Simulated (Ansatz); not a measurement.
CuI in the zincblende structure, relaxed with r2SCAN in the PAW code Ansatz. The symmetry is F-43m (No. 216, cubic); conventional cell a = 6.024 Å, 27.33 Å³ an atom. Around Cu lie 4 I at 2.61 Å; around I lie 4 Cu at 2.61 Å.

The axes x, y and z are those of this cell:
```yaml
crystal:
  lattice:
    - [0.00000, 3.01203, 3.01203]
    - [3.01203, 0.00000, 3.01203]
    - [3.01203, 3.01203, 0.00000]
  atoms:
    - { symbol: Cu, position: [0.00000, 0.00000, 0.00000] }
    - { symbol: I, position: [0.25000, 0.25000, 0.25000] }
```

Unstrained: PBE gives a direct gap of 1.173 eV at Γ. The r2SCAN gap is direct at Γ: 1.667 eV. With HSE06 the gap is 2.670 eV and direct, at Γ. Meshes: PBE 8×8×8, r2SCAN 8×8×8, HSE06 6×6×6. Strains are changes of length per length, and xy shears are angles. After each strain the atoms were relaxed again with r2SCAN within the symmetry that the strain leaves, so tilts or polar shifts that break it weren't tested; points keep the names that they have in the unstrained zone. No spin polarisation and no zero-point or thermal motion.

(1) One strain changed the r2SCAN stress by xx -2.22, yy -2.22, zz -2.22 GPa (compression positive) and the gap by -0.152 eV (PBE), -0.166 eV (r2SCAN), -0.116 eV (HSE06). Which kind of strain was it, and roughly how large?

(2) For epitaxial +3.0 % in the xy plane, how far does the free direction move, and what happens to the gap?

(3) Apply xy shear, engineering strain (angle) +3.0 %. How far does the gap move, against the unstrained cell?

(4) Apply uniaxial +4.0 % along x, other directions held. How far does the gap move, against the unstrained cell?

(5) For epitaxial +0.5 % in the plane normal to [111], how far does the free direction move, and what happens to the gap?

Answers

(1) Isotropic +2.0 % on every length. The pattern of the stress gives the kind; the size needs the stiffness, so it is an estimate.

(2) The normal strain at zero normal stress is -4.14 %, 1.38 of the in-plane strain with the sign turned. PBE: the gap goes from 1.173 to 1.063 eV (-0.110 eV); with r2SCAN the top three valence levels at Γ, degenerate before, become 1+2 from the top over 98 meV. r2SCAN: the gap goes from 1.667 to 1.555 eV (-0.112 eV). HSE06: the gap goes from 2.670 to 2.560 eV (-0.110 eV).

(3) PBE: the gap goes from 1.173 to 1.146 eV (-0.027 eV); with r2SCAN the top three valence levels at Γ, degenerate before, become 1+1+1 from the top over 39 meV. r2SCAN: the gap goes from 1.667 to 1.641 eV (-0.026 eV). HSE06: the gap goes from 2.670 to 2.632 eV (-0.038 eV). The r2SCAN energy rises by 1.7 meV an atom.

(4) PBE: the gap goes from 1.173 to 1.047 eV (-0.126 eV); with r2SCAN the top three valence levels at Γ, degenerate before, become 2+1 from the top over 69 meV. r2SCAN: the gap goes from 1.667 to 1.532 eV (-0.135 eV). HSE06: the gap goes from 2.670 to 2.564 eV (-0.106 eV). The r2SCAN energy rises by 7.4 meV an atom.

(5) The normal strain at zero normal stress is -0.40 %, 0.80 of the in-plane strain with the sign turned. PBE: the gap goes from 1.173 to 1.148 eV (-0.025 eV); with r2SCAN the top three valence levels at Γ, degenerate before, become 1+2 from the top over 11 meV. r2SCAN: the gap goes from 1.667 to 1.641 eV (-0.026 eV). HSE06: the gap goes from 2.670 to 2.645 eV (-0.025 eV).

No spin-orbit coupling is included; it can move band edges with weight on the heavy atoms by tenths of an eV.

The meshes of the hybrids are coarse, so their gaps aren't converged to the digits shown.

The splittings at Γ are without spin-orbit coupling, which regroups them where it is of like size or larger.
